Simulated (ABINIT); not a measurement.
Runs of ABINIT 10.8.3 (patched build) on MgO. Symmetry: Fm-3m, No. 225, cubic system. Conventional cell: a = 4.194 Å, b = 4.194 Å, c = 4.194 Å, α = 90.00°, β = 90.00°, γ = 90.00°. Around Mg (site symmetry m-3m) lie 6 O at 2.10 Å. O (site symmetry m-3m) has 6 Mg at 2.10 Å as nearest neighbours. The cell is a database's computed one.

```tsv
task	level	potentials or basis	k mesh	cutoff (eV)	fine-grid cutoff	dispersion computed by	gap on the mesh (eV)	pressure (GPa)	V0 of scaled cells (Å³/atom)	B0 (GPa)
band structure	PBEsol	PseudoDojo NC SR PBEsol v0.4.1 standard	11 × 11 × 11	1143	-	-	4.79	2.2	-	-
single point	PBE	JTH PAW PBE v2.0	11 × 11 × 11	626	1224.51 eV	-	4.86	7.1	-	-
band structure	LDA	PseudoDojo NC SR LDA v0.4 stringent	11 × 11 × 11	1252	-	-	4.81	-3.8	-	-
single point	PBE	JTH PAW PBE v2.0	9 × 9 × 9	626	1224.51 eV	-	4.86	7.1	-	-
equation of state	BLYP+D3	JTH PAW PBE v2.0	11 × 11 × 11	626	1224.51 eV	-	-	-	9.31	(a)
band structure	rPW86PBE	JTH PAW PBE v2.0	11 × 11 × 11	626	1224.51 eV	-	4.96	(b)	-	-
equation of state	revPBE+D4	JTH PAW PBE v2.0	11 × 11 × 11	626	1224.51 eV	dftd4 4.3.1	-	-	9.42	150
equation of state	BP86+D3	JTH PAW PBE v2.0	11 × 11 × 11	626	1224.51 eV	-	-	-	9.17	163
```

Alike in all rows: no spin polarisation; cell as given; smearing fermi-dirac 0.05 eV.

Q: Fill in the values left out.

A: (a) 159; (b) 10.1.

Caveats: the PAW data sets were made with another functional, which shifts forces and pressure a little (some runs); pressures at fixed basis lie under the slope of the energies (some runs); an odd mesh through Γ misses points on the zone boundary, where band edges often lie (some runs).

Not every run made on this cell is shown here.
